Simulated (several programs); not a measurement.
# K2S (Fm-3m) from semi-empirical methods to plane-wave DFT

K2S (started from an entry of an open crystallographic database), relaxed with r2SCAN in Ansatz, was computed with several methods. It is cubic, Fm-3m (No. 225); conventional cell a = 7.405 Å, 33.84 Å³ an atom. Around K lie 4 S at 3.21 Å; around S lie 8 K at 3.21 Å. (Simulation; spin polarisation is off.)

Space group Fm-3m (No. 225). a = 7.405 Å, b = 7.405 Å, c = 7.405 Å, α = 90.00°, β = 90.00°, γ = 90.00°

| atom | site | symmetry | x | y | z |
| --- | --- | --- | --- | --- | --- |
| K | 8c | -43m | 0.2500 | 0.7500 | 0.7500 |
| S | 4a | m-3m | 0.0000 | 0.0000 | 0.0000 |

Gaps and times are for a single point on this cell; volume and bulk modulus come from each method's own relaxation or energy curve at fixed shape. Times are rough, from shared hosts (Arm Neoverse N1; Arm Neoverse V2; Intel Xeon Platinum 8488C), and each method has its own mesh and cell size. A dagger marks a closed or tiny gap in a crystal that DFT finds insulating: a failure of the method or a wrong SCF state. A star marks a curve whose lowest point is an end point. PM6 (MOPAC), PM7 (MOPAC), GFN1-xTB (tblite), GFN2-xTB (tblite) treat a cluster of cells at its zone centre, which samples few k points: where these miss a band edge, the gap comes out too large for that reason alone. Gaps from k meshes are read at a limited set of points (mesh, symmetry points, PBE's band edges), so each method's own least gap may be somewhat smaller. xTB and the PM methods were fitted mostly to molecules, and can miss a solid's gap by electronvolts. Minimal bases can be far off for gaps. Times of the plane-wave ladder aren't listed, since it ran on unlike processors and cards. GLLB-SC's gap includes the derivative discontinuity. G0W0 is at finite bands, cutoff and mesh. d marks a direct gap, i an indirect one (no mark: not told apart), a dash a value that wasn't computed or didn't pass its checks.

| method | kind | gap (eV) | own volume (Å³/atom) | bulk modulus (GPa) | atoms computed | processor time |
| --- | --- | --- | --- | --- | --- | --- |
| PBEsol | semilocal | – | 32.84 | – | 3 | – |
| light PBE (260 eV and a coarse mesh) | light plane-wave | 2.36 i | – | – | 3 | 0.56 s |
| PBE | semilocal | 2.38 i | 34.61 | 18 | 3 | – |
| LDA | semilocal | 2.11 i | 31.01 | – | 3 | – |
| GFN1-xTB (tblite) | tight binding | 0.00† | 30.62* | 20* | cluster | 3.8 s |
| r2SCAN | semilocal | 2.75 i | 33.84 | 20 | 3 | – |
| PM6 (MOPAC) | semi-empirical | 7.90 | – | – | cluster | 5.9 s |
| GFN2-xTB (tblite) | tight binding | 0.04† | – | – | cluster | 6 s |
| PM7 (MOPAC) | semi-empirical | 9.00 | – | – | cluster | 6.8 s |
| PBE/SZV (CP2K) | small basis | overlap 0.06† | – | – | 3 | 10 s |
| GLLB-SC (GPAW) | model potential | 6.03 | – | – | 3 | 19 s |
| PBE/single zeta (GPAW) | small basis | 1.76 d | – | – | 3 | 20 s |
| PBE/DZVP (CP2K) | small basis | 2.46 i | 34.73 | 19 | 3 | 24 s |
| G0W0@PBE (260 eV screening cutoff) | many-body | 4.00 | – | – | 3 | – |
| G0W0@r2SCAN (180 eV screening cutoff) | many-body | 4.21 | – | – | 3 | – |
| G0W0@PBE0 (180 eV screening cutoff) | many-body | 4.79 | – | – | 3 | – |
| G0W0@LDA (140 eV screening cutoff) | many-body | 3.82 | – | – | 3 | – |
| HSE06 | hybrid | 3.31 i | 34.07 | – | 3 | – |
| PBE0 | hybrid | 4.01 i | – | – | 3 | – |
| G0W0@HSE06 (180 eV screening cutoff) | many-body | 4.54 | – | – | 3 | – |
| Hartree-Fock | exact exchange | 9.00 i | – | – | 3 | – |
| DDH-PBE0 | hybrid | 4.50 i | – | – | 3 | – |
| r2SCAN0 | hybrid | 4.17 i | – | – | 3 | – |

Against HSE06 (3.31 eV) and with closed or daggered gaps left aside, the nearest gap at the points sampled is that of G0W0@LDA (140 eV screening cutoff) (+0.51 eV) and the farthest that of Hartree-Fock (+5.69 eV). HSE06 is only a yardstick of convenience, and nearness to it can be luck.

Volumes against r2SCAN's: PBEsol -3.0 %, PBE +2.3 %, LDA -8.4 %, PBE/DZVP (CP2K) +2.6 %, HSE06 +0.7 %.
